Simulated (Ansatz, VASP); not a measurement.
# Two plane-wave programs on Hf

INCAR

```
PREC = Accurate
ENCUT = 520
EDIFF = 1E-6
ISMEAR = -1
SIGMA = 0.1
LREAL = False
LASPH = True
NELM = 60
ALGO = Normal
ISIF = 2
LWAVE = False
LCHARG = True
LELF = True
LVHAR = True
NBANDS = 11
```

The input KPOINTS:

```
Automatic mesh
0
Gamma
  15 15 15
```

File POSCAR:

```
Hf
1.0
    2.5769457358      0.0000000000      0.0000000000
    0.0000000000      2.5769457358      0.0000000000
    0.0000000000      0.0000000000      2.5769457358
Hf
1
Direct
    0.0000000000      0.0000000000      0.0000000000
```

Input for Ansatz:

```yaml
crystal:
  lattice:
    - [2.5769457358, 0.0, 0.0]
    - [0.0, 2.5769457358, 0.0]
    - [0.0, 0.0, 2.5769457358]
  atoms:
    - { symbol: Hf, position: [0.0, 0.0, 0.0] }
kpoints:
  mp_grid: { grid: [15, 15, 15] }
scf:
  occupations: { method: fermi_dirac, width: 0.1 }
hamiltonian:
  xc: lda
  pseudopotentials: { kind: paw, source: ansatz }
output:
  forces: true
  stress: true
  eigenvalues: true
```

Change from the starting cell: volume scaled by 0.76, PAW files, source ansatz.

Alike in both runs: task single point; functional LDA; k mesh 15 × 15 × 15; occupations fermi-dirac, width 0.1 eV; no spin polarisation.

|  | VASP | Ansatz |
| --- | --- | --- |
| version | VASP 6.6.1 | Ansatz 0.2.0 |
| potentials or method | VASP PAW LDA potentials, release 64 (Hf_pv) | PAW with other files of Ansatz's library (source ansatz), scalar-relativistic |
| plane-wave cutoff (eV) | 520 | 520 |
| valence electrons in the cell | 10 | 26 |

VASP gave:

| Item | Value |
| --- | --- |
| pressure (GPa) | 39.8 |

**Question.** Which values does Ansatz return?

**Answer.** Pressure (GPa): 40.3.

The two sets of potentials don't hold the same shells in valence.

Caveats: so large a pressure means that the cell lies far from this level's equilibrium, or that cutoff or potentials fall short (VASP). Spin-orbit coupling is left out, which matters for the levels of Hf.
